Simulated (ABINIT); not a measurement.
Crystal: TiB2.

```
Ti B
1.0
     3.02920    0.00000    0.00000
    -1.51460    2.62336    0.00000
     0.00000    0.00000    3.22840
Ti B
1 2
Direct
  0.00000 0.00000 0.00000
  0.66667 0.33333 0.50000
  0.33333 0.66667 0.50000
```

Base run:

```yaml
Program: ABINIT 10.8.3 (patched build)
Functional: PW91
Potentials_or_basis: JTH PAW PBE v2.0
Cutoff: 408 eV
k_mesh: 10 × 10 × 8
Occupations: fermi-dirac, width 0.05 eV
Spin: no spin polarisation
```

Its results: band gap on the k mesh none (metal or under the smearing width); pressure 0.7 GPa.

After a change of settings the same cell gave: band gap on the k mesh none (metal or under the smearing width); pressure -5.6 GPa. Which change was it?
A. functional from PW91 to SOGGA
B. functional from PW91 to PBE; potentials or basis from JTH PAW PBE v2.0 to SG15 NC PBE v1.2; cutoff from 408 eV to 1143 eV
C. functional from PW91 to PBE; k mesh from 10 × 10 × 8 to 8 × 8 × 6
D. functional from PW91 to PBEsol; k mesh from 10 × 10 × 8 to 4 × 4 × 3

A.

SOGGA binds more tightly than PW91, so the same cell stands under less pressure.

Caveats: the PAW data sets were made with another functional, which shifts forces and pressure a little; the atomic spheres overlap.
